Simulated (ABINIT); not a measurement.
# BeTe (F-43m): G0W0 with and without spin-orbit coupling

Wanted: the effect of spin-orbit coupling on the quasiparticle gap of BeTe (F-43m).

Method: PBE and many-body steps on it, plane waves, in ABINIT 10.8.3.

**Experimental background.**

- Gap 2.8 eV: absolute (indirect, Gamma to X) gap, second literature value; film (quoted from earlier experiment) (quoted in “The band structure of BeTe - a combined experimental and theoretical study”, 1997, arxiv:cond-mat/9712266).

- Gap 2.7 eV: absolute (indirect, Gamma to X) gap; bulk crystal (quoted from earlier experiment) (quoted in “The band structure of BeTe - a combined experimental and theoretical study”, 1997, arxiv:cond-mat/9712266).

This is a report of a sequence of runs, with most program output left out.

**1. Set-up**

The structure is cubic, space group F-43m (No. 216). Conventional cell: a = 5.663 Å, b = 5.663 Å, c = 5.663 Å, α = 90.00°, β = 90.00°, γ = 90.00°. Be has 4 Te at 2.45 Å nearest. Nearest to Te lie 4 Be at 2.45 Å. Farther neighbours and most contacts between anions are not listed.

The cell and positions are those that the Materials Project relaxed with its own functionals (PBE, PBE+U or r2SCAN), kept fixed. Spin-orbit coupling is left out unless a step names it.

**2. Empty states on the mesh, 4×4×4 mesh, 112 bands**

This step: ABINIT 10.8.3; DFT, PBE, plane waves, norm-conserving pseudopotentials.

The sums over transitions need many empty states on a uniform mesh; this step solves for them.

run.abi

```
acell 3*1.0 Angstrom
rprim 
  -0.000000000000 2.831458787600 2.831458787600
  2.831458787600 0.000000000000 2.831458787600
  2.831458787600 2.831458787600 0.000000000000
ntypat 2
znucl 4 52
natom 2
typat 1 2
xred 
  0.000000000000 0.000000000000 0.000000000000
  0.750000000000 0.750000000000 0.750000000000
pp_dirpath "pseudos"
pseudos "Be.upf, Te.upf"
ecut 49
ngkpt 4 4 4
nshiftk 1
shiftk 0 0 0
kptopt 1
chksymbreak 0
iscf -2
irdden 1
istwfk *1
nband 112
nbdbuf 10
tolwfr 1e-09
nstep 60
prtvol 0
indata_prefix "in"
outdata_prefix "out"
tmpdata_prefix "tmp"
```

On the command line:

```
$ OMP_NUM_THREADS=1 mpirun -n 8 abinit run.abi > log
```

Run time: 36 s. Hardware: 8 MPI ranks of Arm Neoverse N1, shared host; peak memory 0.63 GiB.

This step gave:

| Property | Result |
| --- | --- |
| gap | 2.027 eV |
| k of the valence top | 0, 0, 0 |
| k of the conduction bottom | 0.5, 0.5, 0 |
| least direct gap | 3.644 eV |
| k points computed | 8 |
| lowest point of the top converged band, above the valence top | 76.7690 eV |

On this mesh the gap is 2.027 eV.

The density comes from a self-consistent run that is not shown.

**3. Screening, 4×4×4 mesh, 102 bands, screening to 149.7 eV**

The RPA dielectric matrix is built and inverted for each q.

This step: RPA screening on PBE, plane waves, norm-conserving pseudopotentials.

run.abi, as its differences from that of step 2:

```diff
@@ -20,10 +20,11 @@
 chksymbreak 0
-iscf -2
-irdden 1
 istwfk *1
-nband 112
-nbdbuf 10
-tolwfr 1e-09
-nstep 60
-prtvol 0
+occopt 1
+irdwfk 1
+optdriver 3
+nband 102
+ecuteps 5.5
+inclvkb 0
+awtr 1
+symchi 1
 indata_prefix "in"
```

It took 47 s on 8 MPI ranks; peak memory 1.5 GiB; 6.2 min of CPU time.

Numbers from this step:

```
ε∞ with local fields, on this mesh, along the program's q direction : 9.375
the same without local fields                                       : 10.80
plasma frequency                                                    : 29.16 eV
plane waves in the screening matrix                                 : 169
```

Local fields lower ε∞ by 13 %. On a Γ-centred mesh this coarse the value itself is usually too large, while a short band sum pulls it down.

**4. Scalar-relativistic**

The self-energy is evaluated for the states that the input lists, and the levels follow from it, in one-shot runs by the linearised quasiparticle equation.

This step: G0W0 on PBE, plane waves, norm-conserving pseudopotentials.

run.abi, as its differences from that of step 3:

```diff
@@ -23,8 +23,17 @@
 irdwfk 1
-optdriver 3
+optdriver 4
 nband 102
+gwcalctyp 0
+ecutsigx 49
+symsigma 1
+nkptgw 2
+kptgw 
+  0.0000000000 0.0000000000 0.0000000000
+  0.5000000000 0.5000000000 0.0000000000
+bdgw 
+  12 17
+  13 16
 ecuteps 5.5
-inclvkb 0
-awtr 1
-symchi 1
+irdscr 1
+ppmodel 1
 indata_prefix "in"
```

Run time: 9 s. Hardware: 8 MPI ranks; peak memory 1.4 GiB.

This step gave:

* G0W0 gap on the points computed: 2.755 eV
* starting gap on the mesh: 2.027 eV
* k of the valence top: 0, 0, 0
* k of the conduction bottom: 0.5, 0.5, 0
* Z at the valence top: 0.806
* Z at the conduction bottom: 0.819
* least direct G0W0 gap on the computed points: 4.64 eV

The gap on the mesh goes from 2.03 eV to 2.75 eV, a correction of +0.73 eV.

**5. Empty states on the mesh, 4×4×4 mesh, 224 bands**

This step: DFT, PBE with spin-orbit coupling, plane waves, norm-conserving pseudopotentials.

run.abi, as its differences from that of step 4:

```diff
@@ -15,2 +15,3 @@
 ecut 49
+nspinor 2
 ngkpt 4 4 4
@@ -20,20 +21,10 @@
 chksymbreak 0
+iscf -2
+irdden 1
 istwfk *1
-occopt 1
-irdwfk 1
-optdriver 4
-nband 102
-gwcalctyp 0
-ecutsigx 49
-symsigma 1
-nkptgw 2
-kptgw 
-  0.0000000000 0.0000000000 0.0000000000
-  0.5000000000 0.5000000000 0.0000000000
-bdgw 
-  12 17
-  13 16
-ecuteps 5.5
-irdscr 1
-ppmodel 1
+nband 224
+nbdbuf 20
+tolwfr 1e-09
+nstep 60
+prtvol 0
 indata_prefix "in"
```

Run time: 4 min. Hardware: 8 MPI ranks; peak memory 0.88 GiB; 31 min of CPU time.

This step gave:

| Property | Result |
| --- | --- |
| gap | 1.735 eV |
| k of the valence top | 0, 0, 0 |
| k of the conduction bottom | 0.5, 0.5, 0 |
| least direct gap | 3.319 eV |
| k points computed | 8 |
| lowest point of the top converged band, above the valence top | 79.3440 eV |

On this mesh the gap is 1.735 eV.

The density comes from a self-consistent run that is not shown, made with spin-orbit coupling and fully relativistic files.

**6. Screening, 4×4×4 mesh, 204 bands, screening to 149.7 eV**

This step: RPA screening on PBE with spin-orbit coupling, plane waves, norm-conserving pseudopotentials.

run.abi, as its differences from that of step 5:

```diff
@@ -21,10 +21,11 @@
 chksymbreak 0
-iscf -2
-irdden 1
 istwfk *1
-nband 224
-nbdbuf 20
-tolwfr 1e-09
-nstep 60
-prtvol 0
+occopt 1
+irdwfk 1
+optdriver 3
+nband 204
+ecuteps 5.5
+inclvkb 0
+awtr 1
+symchi 1
 indata_prefix "in"
```

Wall time 8.2 min (8 MPI ranks); peak memory 4.3 GiB.

This step gave:

```
ε∞ with local fields, on this mesh, along the program's q direction : 9.448
the same without local fields                                       : 10.85
plasma frequency                                                    : 29.16 eV
plane waves in the screening matrix                                 : 169
```

**7. With spin-orbit coupling**

This step: G0W0 on PBE with spin-orbit coupling, plane waves, norm-conserving pseudopotentials.

run.abi, as its differences from that of step 6:

```diff
@@ -24,8 +24,17 @@
 irdwfk 1
-optdriver 3
+optdriver 4
 nband 204
+gwcalctyp 0
+ecutsigx 49
+symsigma 0
+nkptgw 2
+kptgw 
+  0.0000000000 0.0000000000 0.0000000000
+  0.5000000000 0.5000000000 0.0000000000
+bdgw 
+  25 34
+  25 32
 ecuteps 5.5
-inclvkb 0
-awtr 1
-symchi 1
+irdscr 1
+ppmodel 1
 indata_prefix "in"
```

It took 4.8 min on 8 MPI ranks; peak memory 2.9 GiB; 37 min of CPU time.

This step gave:

* G0W0 gap on the points computed: 2.458 eV
* starting gap on the mesh: 1.735 eV
* k of the valence top: 0, 0, 0
* k of the conduction bottom: 0.5, 0.5, 0
* Z at the valence top: 0.806
* Z at the conduction bottom: 0.817
* least direct G0W0 gap on the computed points: 4.306 eV

Against G0W0 in ABINIT (4×4×4 mesh, 102 bands, screening to 149.7 eV, Godby-Needs plasmon pole), the gap moves by −0.297 eV.

**8. The runs together**

Times are wall times on 8 MPI ranks of Arm Neoverse N1, shared host, good to a factor of about two. A run's time includes the screening step that it read.

| run | mesh | bands | screening cutoff (eV) | DFT gap (eV) | gap on the mesh (eV) | direct (eV) | ε∞ used | time |
| --- | --- | --- | --- | --- | --- | --- | --- | --- |
| scalar-relativistic | 4×4×4 | 102 | 149.7 | 2.027 | 2.755 | 4.640 | 9.37 | 56 s |
| with spin-orbit coupling | 4×4×4 | 204 | 149.7 | 1.735 | 2.458 | 4.306 | 9.45 | 13 min |

**9. Summary of results**

```
scalar-relativistic      : 2.755 eV
with spin-orbit coupling : 2.458 eV
known limits             : not at the basis limit; screening head approximate; no spin-orbit coupling in some runs; coarse k mesh
```

In words: With spin-orbit coupling: −0.297 eV against scalar-relativistic, −0.293 eV of it in the start. Against experiment, by with spin-orbit coupling: the gap of 2.46 eV lies −0.34 eV from the measured 2.8 eV (indirect, quoted 1997); the gap of 2.46 eV lies −0.24 eV from the measured 2.7 eV (indirect, quoted 1997). These are gaps on the mesh, at modest bands and cutoff. The calculation has static nuclei and no excitons; a measured gap holds zero-point and thermal motion, which mostly lowers it. Bands and cutoff are finite, so the gap is not at the basis limit. The miss can reach some tenths of an eV and take either sign; the mesh is an error of its own. In the G0W0 runs levels were corrected at 2 k points alone, so a gap called «on the mesh» is the least over those, and an edge elsewhere would be missed. The 4×4×4 mesh is coarse for this cell, which bears on the long-range parts of exchange and screening. The long-wavelength limit of the screening leaves out the non-local commutator, which shifts ε∞.

[Paths, hosts, dates, memory and timing lines, banners, echoed tables and standing remarks are left out of the program output.]

[Logs are printed without paths, hosts, clocks, repeated set-up lines and the standing remarks that a program may print on its own settings, such as how far it seeks lower states.]

[Runs of the session that timed out or met a known fault of the program may be left out.]

[Hosts, paths, dates, database ids (printed as entryN), source tags and the programs' standing remarks are cut or masked in the printed files.]

[G0W0 gaps are taken among the corrected bands and points alone; a level outside them can change the order at an edge.]

[Where Ansatz stands beside ABINIT at settings called matched, ABINIT's density can come from a denser mesh and the files from another edition; pairs whose starting gaps differed by over 0.03 eV were left out, so agreement reads better than it is.]
